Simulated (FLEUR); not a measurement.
PbO2 in FLEUR: convergence with Gmax

Input of the first run (Gmax 9); the others differ in this setting and in those tied to it:

Contents of inp.xml:

```xml
<?xml version="1.0" encoding="UTF-8" standalone="no"?>
<fleurInput fleurInputVersion="0.39">
   <comment>
      PbO2                                                                                                
   </comment>
   <calculationSetup>
      <cutoffs Kmax="4.65" Gmax="9.0" GmaxXC="9.0" numbands="0"/>
      <scfLoop itmax="60" minDistance="0.00001" maxIterBroyd="15" imix="Anderson" alpha="0.05" precondParam="0.0" spinf="2.0" sdNocoIR="T"/>
      <coreElectrons ctail="T" frcor="F" kcrel="0" coretail_lmax="0"/>
      <xcFunctional name="pbe" relativisticCorrections="F"/>
      <magnetism jspins="1"/>
      <soc l_soc="F" theta="0.0" phi="0.0" spav="F"/>
      <expertModes spex="0" secvar="F"/>
      <geometryOptimization l_f="T" forcealpha="1.0" forcemix="BFGS" epsdisp="0.0005" epsforce="0.0002"/>
      <ldaU l_linMix="F" mixParam="0.05" spinf="1.0"/>
   </calculationSetup>
   <cell>
      <bzIntegration valenceElectrons="32.0" mode="hist" fermiSmearingEnergy="0.00183747">
         <kPointListSelection listName="default-1"/>
         <!-- k-points included here -->
         <xi:include xmlns:xi="http://www.w3.org/2001/XInclude" href="kpts.xml"> </xi:include>
      </bzIntegration>
      <!-- symmetry operations included here -->
      <xi:include xmlns:xi="http://www.w3.org/2001/XInclude" href="sym.xml"> </xi:include>
      <bulkLattice scale="1.0">
         <bravaisMatrix>
            <row-1>    0.0000000000000000     5.1060248708602032     5.1060248708602032</row-1>
            <row-2>    5.1060248708602032     0.0000000000000000     5.1060248708602032</row-2>
            <row-3>    5.1060248708602032     5.1060248708602032     0.0000000000000000</row-3>
         </bravaisMatrix>
      </bulkLattice>
   </cell>
   <atomSpecies>
      <species name="Lead (Pb)" element="Pb" atomicNumber="82">
         <mtSphere radius="2.39" gridPoints="801" logIncrement="0.017"/>
         <atomicCutoffs lmax="10" lnonsphr="10"/>
         <electronConfig flipSpins="F">
            <coreConfig>(1s1/2) (2s1/2) (2p1/2) (2p3/2) (3s1/2) (3p1/2) (3p3/2) (4s1/2) (3d3/2) (3d5/2) (4p1/2) (4p3/2) (4d3/2) (4d5/2) (4f5/2) (4f7/2) (5s1/2)</coreConfig>
            <valenceConfig>(5p1/2) (5p3/2) (6s1/2) (5d3/2) (5d5/2) (6p1/2) (6p3/2)</valenceConfig>
            <stateOccupation state="(6p1/2)" spinUp="0.333333" spinDown="0.333333"/>
            <stateOccupation state="(6p3/2)" spinUp="0.666667" spinDown="0.666667"/>
         </electronConfig>
         <energyParameters s="6" p="6" d="5" f="5"/>
         <lo type="SCLO" l="1" n="5" eDeriv="0"/>
         <lo type="SCLO" l="1" n="5" eDeriv="1"/>
         <lo type="SCLO" l="0" n="6" eDeriv="2"/>
         <lo type="SCLO" l="2" n="5" eDeriv="2"/>
         <lo type="SCLO" l="3" n="5" eDeriv="2"/>
      </species>
      <species name="Oxygen (O)" element="O" atomicNumber="8">
         <mtSphere radius="1.55" gridPoints="519" logIncrement="0.02"/>
         <atomicCutoffs lmax="8" lnonsphr="8"/>
         <electronConfig flipSpins="F">
            <coreConfig>(1s1/2)</coreConfig>
            <valenceConfig>(2s1/2) (2p1/2) (2p3/2)</valenceConfig>
            <stateOccupation state="(2p1/2)" spinUp="0.666667" spinDown="0.666667"/>
            <stateOccupation state="(2p3/2)" spinUp="1.333333" spinDown="1.333333"/>
         </electronConfig>
         <energyParameters s="2" p="2" d="3" f="4"/>
         <lo type="SCLO" l="0" n="2" eDeriv="2"/>
         <lo type="SCLO" l="1" n="2" eDeriv="2"/>
         <lo type="SCLO" l="2" n="3" eDeriv="2"/>
      </species>
   </atomSpecies>
   <atomGroups>
      <atomGroup species="Lead (Pb)">
         <relPos label="                   1">-.0038920000 .0019790000 .0053630000</relPos>
         <force calculate="T" relaxXYZ="TTT"/>
      </atomGroup>
      <atomGroup species="Oxygen (O)">
         <relPos label="                   2">-.2545800000 -.2531390000 -.2580460000</relPos>
         <force calculate="T" relaxXYZ="TTT"/>
      </atomGroup>
      <atomGroup species="Oxygen (O)">
         <relPos label="                   3">.2379960000 .2722400000 .2412150000</relPos>
         <force calculate="T" relaxXYZ="TTT"/>
      </atomGroup>
   </atomGroups>
   <output dos="F" band="F" slice="F">
      <checks vchk="F" cdinf="F"/>
      <bandDOS minEnergy="-.5*Htr" maxEnergy="0.5*Htr" sigma="0.015" storeEVData="T"/>
      <vacuumDOS vacdos="F" integ="F" star="F" nstars="0" locx1="0.0" locy1="0.0" locx2="0.0" locy2="0.0" nstm="0" tworkf="0.0"/>
      <unfoldingBand unfoldBand="F" supercellX="1" supercellY="1" supercellZ="1"/>
      <plotting iplot="0" polar="F">
         <plot TwoD="T" vec1="  1.0  0.0  0.0" vec2="  0.0  1.0  0.0" vec3="  0.0  0.0  1.0" zero="  0.0  0.0  0.0" file="plot"/>
      </plotting>
      <chargeDensitySlicing numkpt="0" minEigenval="0.0" maxEigenval="0.0" nnne="0" pallst="F"/>
      <specialOutput eonly="F"/>
      <moessbauerParams electricFieldGradient="T" isomerShift="T" coreHyperfine="T" valenceHyperfine="T"/>
      <magneticCircularDichroism mcd="F" energyLo="-10.0" energyUp="0.0"/>
   </output>
  <!-- We include the file relax.xml here to enable relaxations (see documentation) -->
  <xi:include xmlns:xi="http://www.w3.org/2001/XInclude" href="relax.xml"> <xi:fallback/> </xi:include>
</fleurInput>
```

The input crystal.txt:

```
PbO2
&input cartesian=F /
0.0000000000  2.7019920000  2.7019920000
2.7019920000  0.0000000000  2.7019920000
2.7019920000  2.7019920000  0.0000000000
1.8897261246
1.0 1.0 1.0

3
82 -0.0038920000  0.0019790000  0.0053630000
8 0.7454200000  0.7468610000  0.7419540000
8 0.2379960000  0.2722400000  0.2412150000

&kpt div1=4 div2=4 div3=4 gamma=T /
```

Potentials or basis: all-electron, FLAPW.

Command:

```bash
$ inpgen -f crystal.txt -profile fastHighL
$ # inp.xml edited to the form shown
$ fleur_MPI
```

The cell isn't the ideal one: atoms moved at random.

The cell comes from a database or a generator and needn't be the stable form of this composition.

Hardware: 1 thread of Intel(R) Xeon(R) 6975P-C (Granite Rapids), on a shared host.

**Question.** The values tried are 9, 10.3, 11.7, 13.5, 15.8, 18, 22.5, loosest first. From which on does the energy stay within 1 meV/atom of the tightest run that finished?

**Answer.** From 10.3 on.

| Gmax | energy less the tightest run, at zero smearing (meV/atom) | largest force (eV/Å) | SCF cycles | CPU time (s) | peak memory (GiB) |
| --- | --- | --- | --- | --- | --- |
| 9 | 1.21 | 0.499 | 19 | 180 | 0.19 |
| 10.3 | -0.58 | 0.503 | 20 | 200 | 0.19 |
| 11.7 | 0.13 | 0.503 | 20 | 200 | 0.2 |
| 13.5 | 0.03 | 0.507 | 20 | 200 | 0.2 |
| 15.8 | -0.01 | 0.503 | 20 | 200 | 0.22 |
| 18 | -0.01 | 0.504 | 20 | 210 | 0.24 |
| 22.5 | 0.00 | 0.504 | 20 | 230 | 0.3 |

Against the tightest run, the largest force stays within 0.005 eV/Å from 9 on. The tightest run that finished is the yardstick and may itself not be fully converged.

Caveat, for the tightest run too: the k mesh is coarse (spacing up to 0.50 Å⁻¹), so the values aren't converged. Spin-orbit coupling is left out, which matters for the levels of Pb.
